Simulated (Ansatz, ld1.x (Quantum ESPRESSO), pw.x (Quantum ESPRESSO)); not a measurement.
**What a changed setting does to a pw.x run (bcc Zr)**

Potential: norm-conserving RRKJ (Kleinman–Bylander form), ld1.x (Quantum ESPRESSO) 7.5, PBE; core [Kr], reference 4d2 5s2 5p0; waves: 5p (bound, empty): rc 4.20 bohr; 4d (bound): rc 2.30 bohr; 5s (bound): rc 2.25 bohr; local part: the s channel; core correction: a·sin(br)/r model core inside 2.15 bohr; rho0 0.01.

The reference run (k-mesh 13³, cutoffs 50/200 Ry, Fermi–Dirac 0.01 Ry, mixing_beta 0.4, conv_thr 1e-9, no spin) gives 0.08 GPa at 23.074 Å³/atom, where all-electron LAPW gives -0.34 GPa. This run, with its own iteration cap, changes smearing to gauss.

```
&control
  calculation='scf', prefix='x', pseudo_dir='./', outdir='./tmp', tstress=.true., disk_io='none'
/
&system
  ibrav=0, nat=1, ntyp=1, ecutwfc=50, ecutrho=200, nbnd=9,
  occupations='smearing', smearing='gauss', degauss=0.01
/
&electrons
  conv_thr=1e-09, mixing_beta=0.4, electron_maxstep=50
/
ATOMIC_SPECIES
Zr 1.0 Zr.UPF
CELL_PARAMETERS angstrom
  -1.79344322 1.79344322 1.79344322
  1.79344322 -1.79344322 1.79344322
  1.79344322 1.79344322 -1.79344322
ATOMIC_POSITIONS crystal
Zr 0.0000 0.0000 0.0000
K_POINTS automatic
13 13 13 0 0 0
```

```bash
pw.x < Zr.scf.in > Zr.scf.out
```

Problem. How does the run end?

Solution. It converges in 8 iterations; the free energy moves by +49.9 meV/atom and the pressure by -0.53 GPa. Gaussian smearing of the same width is narrower in effect than Fermi–Dirac, so its quadratic term in F is smaller.

```
Message from routine setup:
     using ibrav=0 with symmetry is DISCOURAGED, use correct ibrav instead
     lattice parameter (alat)  =       5.8701  a.u.
     unit-cell volume          =     155.7111 (a.u.)^3
     number of electrons       =         4.00
     number of Kohn-Sham states=            9
     kinetic-energy cutoff     =      50.0000  Ry
     charge density cutoff     =     200.0000  Ry
     scf convergence threshold =      1.0E-09
     Exchange-correlation= PBE
     number of k points=    84  Gaussian smearing, width (Ry)=  0.0100
     iteration #  1     ecut=    50.00 Ry     beta= 0.40
     total energy              =      -8.47043340 Ry
     estimated scf accuracy    <       0.01336251 Ry
     iteration #  2     ecut=    50.00 Ry     beta= 0.40
     total energy              =      -8.46964047 Ry
     estimated scf accuracy    <       0.00252353 Ry
     iteration #  3     ecut=    50.00 Ry     beta= 0.40
     total energy              =      -8.47010774 Ry
     estimated scf accuracy    <       0.00003333 Ry
     iteration #  4     ecut=    50.00 Ry     beta= 0.40
     total energy              =      -8.47010298 Ry
     estimated scf accuracy    <       0.00003305 Ry
     iteration #  5     ecut=    50.00 Ry     beta= 0.40
     total energy              =      -8.47010850 Ry
     estimated scf accuracy    <       0.00000053 Ry
     iteration #  6     ecut=    50.00 Ry     beta= 0.40
     total energy              =      -8.47010867 Ry
     estimated scf accuracy    <          8.2E-09 Ry
     iteration #  7     ecut=    50.00 Ry     beta= 0.40
     total energy              =      -8.47010868 Ry
     estimated scf accuracy    <          3.6E-09 Ry
     iteration #  8     ecut=    50.00 Ry     beta= 0.40
     the Fermi energy is     8.0359 ev
!    total energy              =      -8.47010868 Ry
     estimated scf accuracy    <          1.5E-11 Ry
     smearing contrib. (-TS)   =      -0.00139182 Ry
     The total energy is F=E-TS. E is the sum of the following terms:
     one-electron contribution =       5.09670387 Ry
     hartree contribution      =       0.02645135 Ry
     xc contribution           =      -5.00147167 Ry
     ewald contribution        =      -8.59040042 Ry
     convergence has been achieved in   8 iterations
          total   stress  (Ry/bohr**3)                   (kbar)     P=       -4.44
     Message from routine punch:
     Nothing written, as per user request (disk_io='none')
```

The run took about 8.6 s on one core of a shared host (Neoverse-V2, 192 threads, 1485 GiB, load 93).
